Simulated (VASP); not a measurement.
# KBr in VASP: one cell, several levels of theory, part 2 of 2

VASP 6.6.1, plane waves, PAW. The steps go on from the part before.

### 3 Single point with r2SCAN

The input, INCAR:

```
ENCUT = 520.000000
SIGMA = 0.010000
EDIFF = 1.00e-07
ALGO = Normal
METAGGA = R2SCAN
PREC = Accurate
IBRION = -1
ISIF = 2
ISMEAR = 0
NBANDS = 15
NELM = 120
NSW = 0
LASPH = .TRUE.
LCHARG = .FALSE.
LWAVE = .FALSE.
LREAL = .FALSE.
```

The input, KPOINTS:

```
KPOINTS created by Atomic Simulation Environment
0
Gamma
6 6 6
0 0 0
```

The input, KPOINTS_OPT:

```
special points
6
Reciprocal
0.0000000000 0.0000000000 0.0000000000 1
0.5000000000 0.0000000000 0.5000000000 1
0.6250000000 0.2500000000 0.6250000000 1
0.3750000000 0.3750000000 0.7500000000 1
0.5000000000 0.5000000000 0.5000000000 1
0.5000000000 0.2500000000 0.7500000000 1
```

The input, POSCAR:

```
K  Br
 1.0000000000000000
     0.0550374636000000    3.3572852783000000    3.3572852783000000
     3.3572852783000000    0.0550374636000000    3.3572852783000000
     3.3572852783000000    3.3572852783000000    0.0550374636000000
 K   Br
   1   1
Cartesian
  0.0000000000000000  0.0000000000000000  0.0000000000000000
  3.3848040100999994  3.3848040100999994  3.3848040100999990
```

Started as:

```bash
mpirun -np 1 vasp_std
```

Standard output, without the iteration lines:

```text
POSCAR found type information on POSCAR K Br
 POSCAR found :  2 types and       2 ions
 -----------------------------------------------------------------------------
|                                                                             |
|                                                                             |
|     You enforced a specific xc type in the INCAR file but a different       |
|     I HOPE YOU KNOW WHAT YOU ARE DOING!                                     |
|                                                                             |
 -----------------------------------------------------------------------------

 LDA part: xc-table for (None), standard interpolation
 POSCAR, INCAR and KPOINTS ok, starting setup
 FFT: planning ... GRIDC
 FFT: planning ... GRID_SOFT
 FFT: planning ... GRID
 WAVECAR not read
 entering main loop
 Start KPOINTS_OPT (optional k-point list driver)
k-point batch [1-6\6]
```

OSZICAR:

```text
N       E                     dE             d eps       ncg     rms          rms(c)
DAV:   1     0.795014967564E+02    0.79501E+02   -0.68977E+03   960   0.951E+02
DAV:   2    -0.206486863425E+02   -0.10015E+03   -0.92341E+02  1276   0.236E+02
DAV:   3    -0.267343201917E+02   -0.60856E+01   -0.60423E+01  1340   0.499E+01
DAV:   4    -0.270083186590E+02   -0.27400E+00   -0.27389E+00  1463   0.905E+00
DAV:   5    -0.270107216422E+02   -0.24030E-02   -0.24029E-02  1354   0.953E-01    0.289E+00
DAV:   6    -0.232581040801E+02    0.37526E+01   -0.10487E+00  1523   0.847E+00    0.165E+00
DAV:   7    -0.232288198086E+02    0.29284E-01   -0.15805E-01  1296   0.232E+00    0.840E-01
DAV:   8    -0.232394643382E+02   -0.10645E-01   -0.92163E-03  1156   0.751E-01    0.417E-01
DAV:   9    -0.232458264729E+02   -0.63621E-02   -0.45979E-03  1051   0.631E-01    0.110E-01
DAV:  10    -0.232459070881E+02   -0.80615E-04   -0.68722E-05  1332   0.636E-02    0.584E-02
DAV:  11    -0.232460631127E+02   -0.15602E-03   -0.13589E-04  1030   0.104E-01    0.895E-03
DAV:  12    -0.232460623910E+02    0.72165E-06   -0.19655E-06  1369   0.943E-03    0.278E-03
DAV:  13    -0.232460625631E+02   -0.17214E-06   -0.38556E-07  1170   0.468E-03    0.112E-03
DAV:  14    -0.232460625651E+02   -0.19211E-08   -0.13754E-08  1103   0.104E-03
   1 F= -.23246063E+02 E0= -.23246063E+02  d E =-.646768E-29
       N       E                     dE             ncg
DAV:   1     0.508199521895E+03   -0.28331E+04      180
DAV:   2    -0.103390884977E+03   -0.61159E+03      237
DAV:   3    -0.138098041100E+03   -0.34707E+02      250
DAV:   4    -0.139858443803E+03   -0.17604E+01      264
DAV:   5    -0.139870744369E+03   -0.12301E-01      243
DAV:   6    -0.139871059616E+03   -0.31525E-03      249
DAV:   7    -0.139871061444E+03   -0.18279E-05      250
DAV:   8    -0.139871061491E+03   -0.47310E-07      212
```

OUTCAR, selected sections:

```text
k-points           NKPTS =     32   k-points in BZ     NKDIM =     32   number of bands    NBANDS=     15

   NELECT =      16.0000    total number of electrons

   dimension x,y,z NGX =    36 NGY =   36 NGZ =   36
   dimension x,y,z NGXF=    72 NGYF=   72 NGZF=   72

  energy-cutoff  :      520.00
  volume of cell :       73.82
      direct lattice vectors                 reciprocal lattice vectors
     0.055037464  3.357285278  3.357285278    -0.152643008  0.150181024  0.150181024
     3.357285278  0.055037464  3.357285278     0.150181024 -0.152643008  0.150181024
     3.357285278  3.357285278  0.055037464     0.150181024  0.150181024 -0.152643008

 k-points in reciprocal lattice and weights: KPOINTS created by Atomic Simulation Env
   0.00000000  0.00000000  0.00000000       0.005
   0.16666667  0.00000000  0.00000000       0.028
   0.33333333  0.00000000  0.00000000       0.028
   0.50000000  0.00000000 -0.00000000       0.014
   0.16666667  0.16666667  0.00000000       0.028
   0.33333333  0.16666667  0.00000000       0.056
   0.50000000  0.16666667 -0.00000000       0.056
  -0.33333333  0.16666667  0.00000000       0.056
[... 24 more k-points ...]

 E-fermi :  -2.1554

 k-point     1 :       0.0000    0.0000    0.0000
  band No.  band energies     occupation
      1     -31.1945      2.00000
      2     -14.9460      2.00000
      3     -13.8992      2.00000
      4     -13.8992      2.00000
      5     -13.8954      2.00000
      6      -2.2871      2.00000
      7      -2.2311      2.00000
      8      -2.2311      2.00000
      9       2.7513      0.00000
     10       5.8516      0.00000
     11       6.0477      0.00000
     12       6.0477      0.00000
     13       6.9473      0.00000
     14       6.9473      0.00000
     15       9.7259      0.00000

 k-point     2 :       0.1667    0.0000    0.0000
  band No.  band energies     occupation
      1     -31.1932      2.00000
      2     -14.9913      2.00000
      3     -13.9008      2.00000
      4     -13.8968      2.00000
      5     -13.8356      2.00000
      6      -2.5783      2.00000
      7      -2.3630      2.00000
      8      -2.3143      2.00000
      9       3.3892      0.00000
     10       5.8171      0.00000
     11       6.2100      0.00000
     12       6.3806      0.00000
     13       7.2905      0.00000
     14       7.3086      0.00000
     15      10.7210      0.00000

 k-point     3 :       0.3333    0.0000    0.0000
  band No.  band energies     occupation
      1     -31.1908      2.00000
      2     -15.0698      2.00000
      3     -13.9038      2.00000
      4     -13.8985      2.00000
      5     -13.7210      2.00000
      6      -3.1277      2.00000
      7      -2.5193      2.00000
      8      -2.4714      2.00000
      9       4.4643      0.00000
     10       6.0229      0.00000
     11       7.1066      0.00000
     12       7.2740      0.00000
     13       8.1488      0.00000
     14       8.2170      0.00000
     15      10.0055      0.00000

 k-point     4 :       0.5000    0.0000   -0.0000
  band No.  band energies     occupation
      1     -31.1896      2.00000
      2     -15.1046      2.00000
      3     -13.9053      2.00000
      4     -13.8994      2.00000
      5     -13.6678      2.00000
      6      -3.3618      2.00000
      7      -2.5932      2.00000
      8      -2.5459      2.00000
      9       4.8187      0.00000
     10       6.5393      0.00000
     11       8.1508      0.00000
     12       8.3116      0.00000
     13       8.3640      0.00000
     14       8.5375      0.00000
     15       9.5056      0.00000

 k-point     5 :       0.1667    0.1667    0.0000
  band No.  band energies     occupation
      1     -31.1929      2.00000
      2     -14.9872      2.00000
      3     -13.9068      2.00000
      4     -13.9048      2.00000
      5     -13.8283      2.00000
      6      -2.6679      2.00000
      7      -2.3527      2.00000
      8      -2.3124      2.00000
      9       3.5355      0.00000
     10       5.3030      0.00000
     11       6.6104      0.00000
     12       6.7337      0.00000
     13       7.1529      0.00000
     14       7.6018      0.00000
     15      10.9624      0.00000

 k-point     6 :       0.3333    0.1667    0.0000
  band No.  band energies     occupation
      1     -31.1909      2.00000
      2     -15.0187      2.00000
      3     -13.9119      2.00000
      4     -13.9084      2.00000
      5     -13.7781      2.00000
      6      -2.9927      2.00000
      7      -2.4881      2.00000
      8      -2.4588      2.00000
      9       4.4634      0.00000
     10       5.2101      0.00000
     11       7.3889      0.00000
     12       7.4543      0.00000
     13       7.7191      0.00000
     14       8.1211      0.00000
     15      10.0045      0.00000

 k-point     7 :       0.5000    0.1667   -0.0000
  band No.  band energies     occupation
      1     -31.1893      2.00000
      2     -15.0509      2.00000
      3     -13.9193      2.00000
      4     -13.9069      2.00000
      5     -13.7274      2.00000
      6      -3.2148      2.00000
      7      -2.6431      2.00000
      8      -2.5722      2.00000
      9       5.0138      0.00000
     10       6.1311      0.00000
     11       7.7461      0.00000
     12       8.0009      0.00000
     13       8.3294      0.00000
     14       8.4919      0.00000
     15       9.5061      0.00000

 k-point     8 :      -0.3333    0.1667    0.0000
  band No.  band energies     occupation
      1     -31.1896      2.00000
      2     -15.0543      2.00000
      3     -13.9239      2.00000
      4     -13.9003      2.00000
      5     -13.7231      2.00000
      6      -3.1837      2.00000
      7      -2.6102      2.00000
      8      -2.5701      2.00000
      9       5.0271      0.00000
     10       5.9915      0.00000
     11       7.4283      0.00000
     12       7.5181      0.00000
     13       8.1477      0.00000
     14       9.0574      0.00000
     15       9.5851      0.00000

[... the tables of k-points 9 to 32 left out ...]

  Total       -0.1615548     -0.1615548     -0.1615548     -0.0430212     -0.0430212     -0.0430212
  in kB       -3.5062891     -3.5062891     -3.5062891     -0.9337055     -0.9337055     -0.9337055
  external PRESSURE =      -3.5062891 kB  Pullay stress =       0.0000000 kB

 POSITION                                       TOTAL-FORCE (eV/Angst)
 -----------------------------------------------------------------------------------
      0.00000      0.00000      0.00000         0.000000     -0.000000      0.000000
      3.38480      3.38480      3.38480        -0.000000      0.000000     -0.000000
 -----------------------------------------------------------------------------------
    total drift:                                0.000000      0.000000      0.000000

  FREE ENERGIE OF THE ION-ELECTRON SYSTEM (eV)
  ---------------------------------------------------
  free  energy   TOTEN  =       -23.2460625651 eV

  energy  without entropy=      -23.2460625651  energy(sigma->0) =      -23.24606257
```

Hardware: 1 MPI rank of Intel Xeon Platinum 8488C, shared host.

The levels at the points of KPOINTS_OPT are read from vasprun.xml.

Band energies at the special points (eV, zero at the top of v, the last band that the electrons fill by count):

```
point    v−1      v     c   c+1
    Γ   0.00   0.00  4.98  8.08
    X  -0.32  -0.27  6.37  7.91
    U  -0.64  -0.31  7.08  8.84
    K  -0.64  -0.31  7.08  8.84
    L  -0.29  -0.29  7.07  8.66
    W  -0.58  -0.52  7.88  7.89
```

The r2SCAN gap is 4.98 eV, direct at Γ. The pressure is -0.35 GPa; the forces vanish within 0.01 eV/Å.

### 4 Summary

What follows sums up all 2 parts.

```
 level  gap (eV)  pressure (GPa)  Ansatz: gap (eV)  Ansatz: pressure (GPa)
   PBE      4.34            0.32              4.34                    0.29
r2SCAN      4.98           -0.35              4.98                   -0.34
```

What this shows: The gap runs from 4.34 eV (PBE) to 4.98 eV (r2SCAN). At this one volume the pressure spans -0.4 GPa (r2SCAN) to 0.3 GPa (PBE): PBE wants the largest cell and r2SCAN the smallest. The two programs agree on the gap within 0.01 eV, far less than the spread between functionals. Datasets and cutoffs are each program's own.
